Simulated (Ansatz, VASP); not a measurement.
**One calculation of HfO2, two programs**

The input INCAR:

```
SYSTEM = HfO2
ALGO = Normal
EDIFF = 1E-7
ENCUT = 520
GGA = PE
ISIF = 2
ISMEAR = 0
LASPH = .TRUE.
LCHARG = .FALSE.
LREAL = .FALSE.
LWAVE = .FALSE.
NBANDS = 18
NELM = 60
PREC = Accurate
SIGMA = 0.05
```

The input KPOINTS:

```
k-points
0
G
  8 8 8
  0 0 0
```

The input POSCAR:

```
HfO2
1.0
    0.0000000000      2.5488057606      2.5488057606
    2.5488057606      0.0000000000      2.5488057606
    2.5488057606      2.5488057606      0.0000000000
Hf O
1 2
Direct
    0.0000000000      0.0000000000      0.0000000000
    0.2647127728      0.2352872272      0.2647127728
    0.7647127728      0.7352872272      0.7647127728
```

Input for Ansatz:

```yaml
crystal:
  lattice:
    - [0.0, 2.5488057606, 2.5488057606]
    - [2.5488057606, 0.0, 2.5488057606]
    - [2.5488057606, 2.5488057606, 0.0]
  atoms:
    - { symbol: Hf, position: [0.0, 0.0, 0.0] }
    - { symbol: O, position: [0.2647127728, 0.2352872272, 0.2647127728] }
    - { symbol: O, position: [0.7647127728, 0.7352872272, 0.7647127728] }
basis:
  ecutwfc: 420
kpoints:
  mp_grid: { grid: [8, 8, 8] }
hamiltonian:
  xc: pbe
scf:
  occupations: { method: gaussian, width: 0.05 }
output:
  forces: true
  stress: true
  eigenvalues: true
```

Change from the starting cell: all O atoms moved +0.075 Å, as atom 2 along Cartesian [0 1 0].

Alike in both runs: task single point; functional PBE; k mesh 8 × 8 × 8; occupations gaussian, width 0.05 eV; no spin polarisation.

```csv
,VASP,Ansatz
version,VASP 6.6.1,Ansatz 0.2.0
potentials or method,"VASP PAW PBE potentials, release 64 (Hf_pv, O)","scalar-relativistic, plane waves, PAW"
plane-wave cutoff (eV),520,420
valence electrons in the cell,22,38
```

VASP gave:

- gap on the k mesh at the Fermi level (eV): 3.76
- least direct gap on the mesh (eV): 3.76
- pressure (GPa): -3.0
- rms of the force components (eV/Å): 0.141

Question: Estimate Ansatz's values.

Answer: gap on the k mesh at the Fermi level (eV): 3.75; least direct gap on the mesh (eV): 3.75; pressure (GPa): 0.6; rms of the force components (eV/Å): 0.150.

Atom by atom the forces differ by 0.009 eV/Å (rms over components). The functional is the same, so the differences come from potentials, cutoffs and numerics. The two sets of potentials don't hold the same shells in valence.

Caveats: spin-orbit coupling is left out, which moves the levels of the heavy elements. A k mesh can miss the band edges.
